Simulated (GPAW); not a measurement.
Crystal: Ge.

```
Ge
1.0
     0.00000    2.82891    2.82891
     2.82891    0.00000    2.82891
     2.82891    2.82891    0.00000
Ge
2
Direct
  0.75000 0.75000 0.75000
  0.50000 0.50000 0.50000
```

Base run:

| Item | Value |
| --- | --- |
| Program | GPAW 26.7.0 |
| Functional | PBE |
| Potentials or basis | GPAW PAW data sets (gpaw-data 1.2.1) |
| Cutoff | 450 eV |
| Basis | pw |
| k mesh | 7 × 7 × 7 |
| Occupations | fermi-dirac, width 0.05 eV |
| Spin | no spin polarisation |

Its results: band gap on the k mesh 0.09 eV, direct.

Task: The run is repeated on the same cell with these changes: functional from PBE to HSE03; k mesh from 7 × 7 × 7 to 4 × 4 × 4. What comes out?

Result: Band gap on the k mesh 0.85 eV, direct.

Several settings changed at once, so the effect can't be laid on one alone.

Caveats: some runs use coarse meshes; an odd mesh through Γ misses points on the zone boundary, where band edges often lie (some runs); exact exchange converges slowly with the k mesh, and this mesh is small (some runs).
